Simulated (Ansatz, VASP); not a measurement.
# One calculation of Sn3Se, two programs

POSCAR

```
Sn3Se
1.0
    0.0000000000      3.8301477633      3.8301477633
    3.8301477633      0.0000000000      3.8301477633
    3.8301477633      3.8301477633      0.0000000000
Sn Se
3 1
Direct
    0.2500000000      0.2500000000      0.2500000000
    0.7500000000      0.7500000000      0.7500000000
    0.5000000000      0.5000000000      0.5000000000
    0.0000000000      0.0000000000      0.0000000000
```

INCAR.step1

```
PREC = Accurate
ENCUT = 520
ISMEAR = -1
SIGMA = 0.3
LREAL = F
LASPH = T
NELM = 100
NBANDS = 32
GGA = PE
ALGO = Normal
EDIFF = 1E-4
LWAVE = T
LCHARG = F
```

Contents of INCAR.step2:

```
PREC = Accurate
ENCUT = 520
EDIFF = 1E-7
ISMEAR = -1
SIGMA = 0.3
LREAL = F
LASPH = T
NELM = 100
ALGO = Normal
ISIF = 2
LWAVE = F
LCHARG = F
METAGGA = R2SCAN
LMIXTAU = T
NBANDS = 32
ISTART = 1
```

File KPOINTS:

```
Automatic mesh
0
Gamma
  6 6 6
```

Input for Ansatz:

```yaml
crystal:
  lattice:
    - [0.0, 3.8301477633459866, 3.8301477633459866]
    - [3.8301477633459866, 0.0, 3.8301477633459866]
    - [3.8301477633459866, 3.8301477633459866, 0.0]
  atoms:
    - { symbol: Sn, position: [0.25, 0.25, 0.25] }
    - { symbol: Sn, position: [0.75, 0.75, 0.75] }
    - { symbol: Sn, position: [0.5, 0.5, 0.5] }
    - { symbol: Se, position: [0.0, 0.0, 0.0] }
accuracy: medium
kpoints:
  mp_grid:
    grid: [6, 6, 6]
hamiltonian:
  xc: r2scan
  pseudopotentials:
    kind: nc
scf:
  max_iter: 60
  self_checks: high
  mixing:
    algorithm: broyden
    beta: 0.1
  occupations:
    method: fermi_dirac
    width: 0.3
output:
  stress: true
```

The cell comes from a database or a generator and needn't be the stable form of this composition.

Alike in both runs: task single point; functional r2SCAN; k mesh 6 × 6 × 6; occupations fermi-dirac, width 0.3 eV; no spin polarisation.

|  | VASP | Ansatz |
| --- | --- | --- |
| version | VASP 6.6.1 | Ansatz 0.2.0 |
| potentials or method | VASP PAW PBE potentials, release 64 (Sn_d, Se) | plane waves, norm-conserving potentials |
| plane-wave cutoff (eV) | 520 | 1230 |
| valence electrons in the cell | 48 | 58 |

```tsv
	VASP	Ansatz	Ansatz less VASP
gap on the k mesh at the Fermi level (eV)	none	none	-
pressure (GPa)	-3.6	-3.6	+0.02
```

A gap of «none» marks a metal or a gap that the smearing closes. The two sets of potentials don't hold the same shells in valence.

Caveats: the PAW data sets were made with another functional, which shifts forces and pressure a little (VASP).
